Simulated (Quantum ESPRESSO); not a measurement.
CuO:

```
Cu O
1.0
     2.83633    0.00000    0.00000
    -1.41816    2.45633    0.00000
     0.00000    0.00000    2.76811
Cu O
1 1
Cartesian
  0.0000 0.0000 0.0000
  1.4182 0.8188 1.3841
```

Measurements of this composition are mostly on another form, of space group No. 15.

Base run:

```yaml
Program: Quantum ESPRESSO 7.5
Functional: LDA
Potentials_or_basis: SSSP 1.3 efficiency PBE
Cutoff: 748 eV
Density_cutoff: 5987 eV
k_mesh: 11 × 11 × 10
Occupations: fermi-dirac, width 0.05 eV
Spin: no spin polarisation
Hubbard_terms: Cu d U = 2 eV
```

Its results: band gap on the k mesh none (metal or under the smearing width); pressure -15.0 GPa.

Q: After a change of settings the same cell gave: band gap on the k mesh none (metal or under the smearing width); pressure -8.9 GPa. Which change was it?
A. hubbard terms from Cu d U = 2 eV to none
B. hubbard terms from Cu d U = 2 eV to Cu d U = 4 eV
C. hubbard terms from Cu d U = 2 eV to Cu d U = 8 eV

A: C.

Caveats: the potentials were made for another functional, which shifts forces and pressure; an odd number of electrons without spin polarisation forces a metal; a magnetic or distorted state may lie lower; the run has no spin polarisation, though such a crystal can be magnetic; U without spin polarisation on a metal has little footing.

Runs at the PBE level aren't shown here.
